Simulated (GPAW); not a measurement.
# Hf (Fm-3m) in GPAW: convergence with convergence criteria

Aim: find how far convergence criteria must go before the results for Hf settle, at PBEsol. This setting moves, with any that are tied to it; all else stays.

Everything below comes from runs of GPAW 26.7.0. Logs are shortened: lines on timing, memory, paths and dates and some standing lists are left out, and cuts for length are marked. The log counts tension as positive stress, the text compression.

### 1 The crystal as given

It takes space group Fm-3m (No. 225, cubic). The conventional cell has a = 4.440 Å, b = 4.440 Å, c = 4.440 Å, α = 90.00°, β = 90.00°, γ = 90.00°. Hf (site symmetry m-3m) is surrounded by 12 Hf at 3.14 Å.

This isn't the form of Hf at room conditions, which is hcp.

### 2 With convergence criteria density=0.001 energy=0.01 eigenstates=0.0001

File run.py:

```python
from ase import Atoms
from ase.dft.bandgap import bandgap
from ase.io import write
from ase.units import GPa
from gpaw import GPAW, PW, setup_paths

setup_paths.insert(0, '.')

atoms = Atoms(['Hf'],
              cell=[[0.0, 2.22, 2.22],
                    [2.22, 0.0, 2.22],
                    [2.22, 2.22, 0.0]],
              scaled_positions=[[0.0, 0.0, 0.0]],
              pbc=True)

calc = GPAW(mode=PW(600),
            xc='PBEsol',
            kpts={'size': (10, 10, 10), 'gamma': True},
            occupations={'name': 'fermi-dirac', 'width': 0.05},
            nbands=14,
            convergence={'density': 0.001, 'energy': 0.01, 'eigenstates': 0.0001},
            maxiter=100,
            txt='gpaw.txt')
atoms.calc = calc
energy = atoms.get_potential_energy()
forces = atoms.get_forces()
stress = atoms.get_stress()
calc.write('gs.gpw')
write('result.traj', atoms)
print(f'Energy: {energy:.6f} eV')
print('Forces (eV/A):')
print(forces.round(4))
print('Stress (GPa):', (stress / GPa).round(3))
print('Fermi level:', round(calc.get_fermi_level(), 4), 'eV')
print(f'Gap: {bandgap(calc)[0]:.4f} eV, direct: {bandgap(calc, direct=True)[0]:.4f} eV')
```

Potentials or basis: PAW data sets generated in the run's folder for this functional, pw.

Started as:

```console
$ gpaw-setup -f PBEsol Hf
$ OMP_NUM_THREADS=1 python run.py
```

Run time: 12 s. Hardware: 1 thread of Arm Neoverse V1, shared host; peak memory 0.13 GiB.

What came out:

```
Free energy            : -8.0159 eV
Pressure               : -1.2 GPa
Band gap on the k mesh : none (metal or under the smearing width)
```

### 3 With convergence criteria default

run.py: that of step 2 with these lines changed.

```diff
@@ -20,3 +20,2 @@
             nbands=14,
-            convergence={'density': 0.001, 'energy': 0.01, 'eigenstates': 0.0001},
             maxiter=100,
```

Potentials or basis: PAW data sets generated in the run's folder for this functional, pw.

Started as:

```console
$ gpaw-setup -f PBEsol Hf
$ OMP_NUM_THREADS=1 python run.py
```

Wall time 14 s (1 thread of Arm Neoverse V1, shared host); peak memory 0.13 GiB.

Results (log left out):

- Free energy: -8.0159 eV
- Pressure: -1.2 GPa
- Band gap on the k mesh: none (metal or under the smearing width)

### 4 With convergence criteria density=1e-05 energy=1e-05

run.py: that of step 3 with these lines changed.

```diff
@@ -20,2 +20,3 @@
             nbands=14,
+            convergence={'density': 1e-05, 'energy': 1e-05},
             maxiter=100,
```

Started as:

```console
$ gpaw-setup -f PBEsol Hf
$ OMP_NUM_THREADS=1 python run.py
```

Run time: 14 s. Hardware: 1 thread of Arm Neoverse V1, shared host; peak memory 0.13 GiB.

The run converged. Its results:

```
Free energy            : -8.0159 eV
Pressure               : -1.2 GPa
Band gap on the k mesh : none (metal or under the smearing width)
```

### 5 With convergence criteria density=1e-05 forces=0.0001

run.py: that of step 4 with these lines changed.

```diff
@@ -20,3 +20,3 @@
             nbands=14,
-            convergence={'density': 1e-05, 'energy': 1e-05},
+            convergence={'density': 1e-05, 'forces': 0.0001},
             maxiter=100,
```

Started as:

```console
$ gpaw-setup -f PBEsol Hf
$ OMP_NUM_THREADS=1 python run.py
```

It took 15 s on 1 thread of Arm Neoverse V1, shared host; peak memory 0.14 GiB.

It converged, with:

```yaml
Free_energy: -8.0159 eV
Pressure: -1.2 GPa
Band_gap_on_the_k_mesh: none (metal or under the smearing width)
```

### 6 With convergence criteria density=1e-06 energy=1e-06 eigenstates=1e-10

run.py: that of step 5 with these lines changed.

```diff
@@ -20,3 +20,3 @@
             nbands=14,
-            convergence={'density': 1e-05, 'forces': 0.0001},
+            convergence={'density': 1e-06, 'energy': 1e-06, 'eigenstates': 1e-10},
             maxiter=100,
```

Potentials or basis: PAW data sets generated in the run's folder for this functional, pw.

Started as:

```console
$ gpaw-setup -f PBEsol Hf
$ OMP_NUM_THREADS=1 python run.py
```

gpaw.txt:

```text
__  _  _
 | _ |_)|_||  |
 |__||  | ||/\| - 26.7.0

Input parameters:
  mode=PW(ecut=600.0),
  convergence={'density': 1e-06, 'energy': 1e-06, 'eigenstates': 1e-10},
  kpts=MonkhorstPack(size=(10, 10, 10), gamma=True),
  maxiter=100,
  nbands=14,
  occupations=Occupations(name='fermi-dirac', width=0.05),
  xc=XC(name='PBEsol')

Diagonalizing LCAO Hamiltonian
Converting LCAO to pw mode

       Hf

Atoms  # Å, Bohr magnetons
|   | symbol |        x |        y |        z |    initial magnetic moments |
|---|--------|----------|----------|----------|-----------------------------|
| 0 |     Hf | 0.000000 | 0.000000 | 0.000000 | ( 0.0000,  0.0000,  0.0000) |

Unit cell  # Å
| periodic |        x |        y |        z |  lengths |    angles |
|----------|----------|----------|----------|----------|-----------|
|      yes | 0.000000 | 2.220000 | 2.220000 | 3.139554 | 60.000000 |
|      yes | 2.220000 | 0.000000 | 2.220000 | 3.139554 | 60.000000 |
|      yes | 2.220000 | 2.220000 | 0.000000 | 3.139554 | 60.000000 |

Number of symmetries: 48
Symmetry operations  # r_c * U_cc + t_c -> r_c
|    | kind |            matrix            |
|----|------|------------------------------|
|  0 |  σ   |  1, 0, 0,  1, 0,-1,  1,-1, 0 |
|  1 |  C2  |  1, 0, 0,  1,-1, 0,  1, 0,-1 |
|  2 |  E   |  1, 0, 0,  0, 1, 0,  0, 0, 1 |
|  3 |  σ   |  1, 0, 0,  0, 0, 1,  0, 1, 0 |
|  4 |  C4  |  1, 0,-1,  1, 0, 0,  1,-1, 0 |
|  5 |  S6  |  1, 0,-1,  1,-1, 0,  1, 0, 0 |
|  6 |  σ   |  1, 0,-1,  0, 1,-1,  0, 0,-1 |
|  7 |  C3  |  1, 0,-1,  0, 0,-1,  0, 1,-1 |
|  8 |  S6  |  1,-1, 0,  1, 0, 0,  1, 0,-1 |
|  9 |  C4  |  1,-1, 0,  1, 0,-1,  1, 0, 0 |
| 10 |  C3  |  1,-1, 0,  0,-1, 1,  0,-1, 0 |
| 11 |  σ   |  1,-1, 0,  0,-1, 0,  0,-1, 1 |
| 12 |  σ   |  0, 1, 0,  1, 0, 0,  0, 0, 1 |
| 13 |  C4  |  0, 1, 0,  0, 1,-1, -1, 1, 0 |
| 14 |  C3  |  0, 1, 0,  0, 0, 1,  1, 0, 0 |
| 15 |  S6  |  0, 1, 0, -1, 1, 0,  0, 1,-1 |
| 16 |  C2  |  0, 1,-1,  1, 0,-1,  0, 0,-1 |
| 17 |  σ   |  0, 1,-1,  0, 1, 0, -1, 1, 0 |
| 18 |  S4  |  0, 1,-1,  0, 0,-1,  1, 0,-1 |
| 19 |  C4  |  0, 1,-1, -1, 1, 0,  0, 1, 0 |
| 20 |  C3  |  0, 0, 1,  1, 0, 0,  0, 1, 0 |
| 21 |  σ   |  0, 0, 1,  0, 1, 0,  1, 0, 0 |
| 22 |  S6  |  0, 0, 1,  0,-1, 1, -1, 0, 1 |
| 23 |  C4  |  0, 0, 1, -1, 0, 1,  0,-1, 1 |
| 24 |  S4  |  0, 0,-1,  1, 0,-1,  0, 1,-1 |
| 25 |  C3  |  0, 0,-1,  0, 1,-1,  1, 0,-1 |
| 26 |  C2  |  0, 0,-1,  0,-1, 0, -1, 0, 0 |
| 27 |  S6  |  0, 0,-1, -1, 0, 0,  0,-1, 0 |
| 28 |  S4  |  0,-1, 1,  1,-1, 0,  0,-1, 0 |
| 29 |  C4  |  0,-1, 1,  0, 0, 1, -1, 0, 1 |
| 30 |  C2  |  0,-1, 1,  0,-1, 0,  1,-1, 0 |
| 31 |  σ   |  0,-1, 1, -1, 0, 1,  0, 0, 1 |
| 32 |  C3  |  0,-1, 0,  1,-1, 0,  0,-1, 1 |
| 33 |  S6  |  0,-1, 0,  0, 0,-1, -1, 0, 0 |
| 34 |  S4  |  0,-1, 0,  0,-1, 1,  1,-1, 0 |
| 35 |  C2  |  0,-1, 0, -1, 0, 0,  0, 0,-1 |
| 36 |  C2  | -1, 1, 0,  0, 1, 0,  0, 1,-1 |
| 37 |  S6  | -1, 1, 0,  0, 1,-1,  0, 1, 0 |
| 38 |  S4  | -1, 1, 0, -1, 0, 1, -1, 0, 0 |
| 39 |  C3  | -1, 1, 0, -1, 0, 0, -1, 0, 1 |
| 40 |  S6  | -1, 0, 1,  0, 0, 1,  0,-1, 1 |
| 41 |  C2  | -1, 0, 1,  0,-1, 1,  0, 0, 1 |
| 42 |  C3  | -1, 0, 1, -1, 1, 0, -1, 0, 0 |
| 43 |  S4  | -1, 0, 1, -1, 0, 0, -1, 1, 0 |
| 44 |  C2  | -1, 0, 0,  0, 0,-1,  0,-1, 0 |
| 45 |  i   | -1, 0, 0,  0,-1, 0,  0, 0,-1 |
| 46 |  σ   | -1, 0, 0, -1, 1, 0, -1, 0, 1 |
| 47 |  C2  | -1, 0, 0, -1, 0, 1, -1, 1, 0 |

BZ-sampling:
  Number of BZ points: 1000
  Number of IBZ points: 47

  Monkhorst-Pack size: [10, 10, 10]
  Monkhorst-Pack shift: [0.05, 0.05, 0.05]

K-points  # in reciprocal-cell coordinates
|     |                                coordinates |     weight |
|-----|--------------------------------------------|------------|
|   0 | (  0.00000000,   0.00000000,   0.00000000) | 0.00100000 |
|   1 | (  0.10000000,   0.10000000,   0.00000000) | 0.00600000 |
|   2 | (  0.10000000,   0.10000000,   0.10000000) | 0.00800000 |
|   3 | (  0.20000000,   0.10000000,   0.10000000) | 0.01200000 |
|   4 | (  0.20000000,   0.20000000,   0.00000000) | 0.00600000 |
|   5 | (  0.20000000,   0.20000000,   0.10000000) | 0.02400000 |
|   6 | (  0.20000000,   0.20000000,   0.20000000) | 0.00800000 |
|   7 | (  0.30000000,   0.20000000,   0.10000000) | 0.02400000 |
|   8 | (  0.30000000,   0.20000000,   0.20000000) | 0.02400000 |
|   9 | (  0.30000000,   0.30000000,   0.00000000) | 0.00600000 |
| ... |                                            |            |
|  46 | (  0.50000000,   0.50000000,   0.50000000) | 0.00400000 |

Plane wave coefficients: 745
Cutoff: 600.0 eV

Spin-components: 1 (collinear spins)
Bands:           14
Projectors:      6
Spin-degeneracy: 2
Datatype:        complex128

Parallelization:
  kpt:    1
  domain: 1
  band:   1

Density:
  Valence electrons: 12.0
  Components: 1
  Grid points: [18 18 18]
  Charge: 0.0  # |e|

Potential:
  Grid points: [18 18 18]

species:
  Hf:
    name:    Hafnium
    Z:       72.0
    valence: 12
    core:    60
    charge:  0.0  # [|e|]
    compensation charges:
      type: gauss
      rc: 0.41  # [Å]
      lmax: 2
    cutoffs:
      filter: 2.36  # [Å]
      core: 4.02  # [Å]
    projectors
    | kind |    occ | energy [eV] | rcut [Å] |
    |------|--------|-------------|----------|
    |   5s |  2.000 |     -66.855 |    1.397 |
    |   6s |  2.000 |      -5.120 |    1.397 |
    |   5p |  6.000 |     -35.615 |    1.307 |
    |   6p |  0.000 |      -1.375 |    1.307 |
    |   5d |  2.000 |      -2.724 |    1.334 |
    |    d |        |      24.487 |    1.334 |

    Using partial waves for Hf as LCAO basis

Reference energy: -409762.375317  # eV

eigensolver:
  PPCG
  Converge bands: occupied
  niter=2

density mixing:
  MSR1-Mixer
  Pratt-step length: 0.05
  Maximum mixing coefficient: 0.75
  Old densities: 10
  SVD Regularization: 0.005
  Good broyden scale: 1.0
  Trust region scale: 1.0
  Backstep threshold: 4.0
  History deletion threshold: 6.0
  Fourier metric: weight=20.0, sigma=0.015

occupation numbers:
  Fermi-Dirac:
    width: 0.0500  # eV

poisson solver:
  ecut: 4800.0  # eV

xc functional:
  name: PBEsol with 2 nearest neighbor stencil

convergence criteria:
- Maximum integral of absolute [dens]ity change: 1e-06 electrons / valence electron
- Maximum [total energy] change in last 3 cyles: 1e-06 eV / valence electron
- Maximum integral of absolute [eigenst]ate change: 1e-10 eV^2 / valence electron
maximum number of iterations: 100

SCF iterations
|iter     | |      energy | eigst |  dens |
|---------|-|-------------|-------|-------|
|iter:   1| |   -8.102033 | -0.25 |       |
|iter:   2| |   -8.085675 | -3.05 | -1.32 |
|iter:   3| |   -8.005814 | -2.03 | -1.35 |
|iter:   4| |   -8.009440 | -3.39 | -1.97 |
|iter:   5| |   -8.010341 | -4.73 | -2.39 |
|iter:   6| |   -8.010346 | -6.87 | -3.73 |
|iter:   7| |   -8.010347c| -7.98 | -4.18 |
|iter:   8| |   -8.010347c|-10.40c| -5.55 |
|iter:   9| |   -8.010347c|-10.64c| -6.02c|

Converged in 9 steps
Energy contributions relative to reference atoms: (reference = -409762.375317)

Energy contributions:
  Kinetic:           6.107613
  Coulomb:          -5.612463
  Zero:             -0.498578
  External:          0.000000
  Xc:               -8.001367
  Entropy:          -0.011102
  Spinorbit:         0.000000
  ----------------------------
  Free energy:      -8.015898
  Extrapolated:     -8.010347

dipole moment: (-16.138127, -16.138127, -16.138127)  # |e|*Ang

Fermi level: 9.906
Eigenvalues  # (at kpt = [0.000, 0.000, 0.000])
| band index |      eig [eV] | occ [0-2] |
|------------|---------------|-----------|
|          0 |       -51.584 |     2.000 |
|          1 |       -20.026 |     2.000 |
|          2 |       -20.026 |     2.000 |
|          3 |       -20.026 |     2.000 |
|          4 |         2.644 |     2.000 |
|          5 |        11.301 |     0.000 |
|          6 |        11.301 |     0.000 |
|          7 |        11.301 |     0.000 |
|          8 |        14.146 |     0.000 |
|          9 |        14.146 |     0.000 |
|         10 |        21.521 |     0.000 |
|         11 |        25.892 |     0.000 |
|         12 |        25.892 |     0.000 |
|         13 |        25.892 |     0.000 |

No gap
No difference between direct/indirect transitions

Forces  # eV/Ang
|       x |        y |        z |
|---------|----------|----------|
| 0.00000 | -0.00000 | -0.00000 |  # Hf   0

Stress tensor  # eV/Ang^3
|         x |         y |         z |
|-----------|-----------|-----------|
|  0.007575 | -0.000000 | -0.000000 |
| -0.000000 |  0.007575 |  0.000000 |
| -0.000000 |  0.000000 |  0.007575 |

# Writing to gs.gpw (mode='')
```

Run time: 15 s. Hardware: 1 thread of Arm Neoverse V1, shared host; peak memory 0.14 GiB.

What came out:

```
Free energy            : -8.0159 eV
Pressure               : -1.2 GPa
Band gap on the k mesh : none (metal or under the smearing width)
```

### 7 The series at a glance

| convergence criteria | energy less the tightest run, at zero smearing (meV/atom) | SCF cycles | CPU time (s) | peak memory (GiB) |
| --- | --- | --- | --- | --- |
| density=0.001 energy=0.01 eigenstates=0.0001 | 0.00 | 6 | 12 | 0.13 |
| default | 0.00 | 7 | 14 | 0.13 |
| density=1e-05 energy=1e-05 | 0.00 | 8 | 14 | 0.13 |
| density=1e-05 forces=0.0001 | 0.00 | 9 | 15 | 0.14 |
| density=1e-06 energy=1e-06 eigenstates=1e-10 | 0.00 | 9 | 15 | 0.14 |

Against the tightest run, the energy stays within 1 meV/atom from density=0.001 energy=0.01 eigenstates=0.0001 on. The tightest run that finished is the yardstick and may itself not be fully converged.
